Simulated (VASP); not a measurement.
# Ge: single point with TB-mBJ

Crystal: Ge.

```xyz
2
Lattice="0.0000 2.8290 2.8290 2.8290 0.0000 2.8290 2.8290 2.8290 0.0000" Properties=species:S:1:pos:R:3 pbc="T T T"
Ge    0.0000    0.0000    0.0000
Ge    1.4145    1.4145    1.4145
```

| Quantity | Value |
| --- | --- |
| Program | VASP 6.6.1 |
| Task | single point |
| Functional | TB-mBJ |
| Potentials or basis | VASP PAW PBE potentials, release 64 (Ge_d) |
| Cutoff | 520 eV |
| k mesh | 8 × 8 × 8 |
| Occupations | gaussian, width 0.01 eV |
| Spin | non-collinear spin, zero start, spin-orbit coupling |
| Starting moments | [[0.0, 0.0, 0.0], [0.0, 0.0, 0.0]] μB |
| Further INCAR settings | ALGO = Normal; EDIFF = 1e-07 |

```
Net moment                                            : 0.00 μB per cell
Valence electrons inside the program's atomic spheres : Ge 12.27
```

Moments on the atoms (μB; x, y, z):
```
Ge  0.00 0.00 0.00
Ge  0.00 0.00 0.00
```

It took 9.5 min on 1 thread of AMD EPYC 7R43 64-Core Processor (Zen 3), with other jobs on the host, peak memory 0.31 GiB.
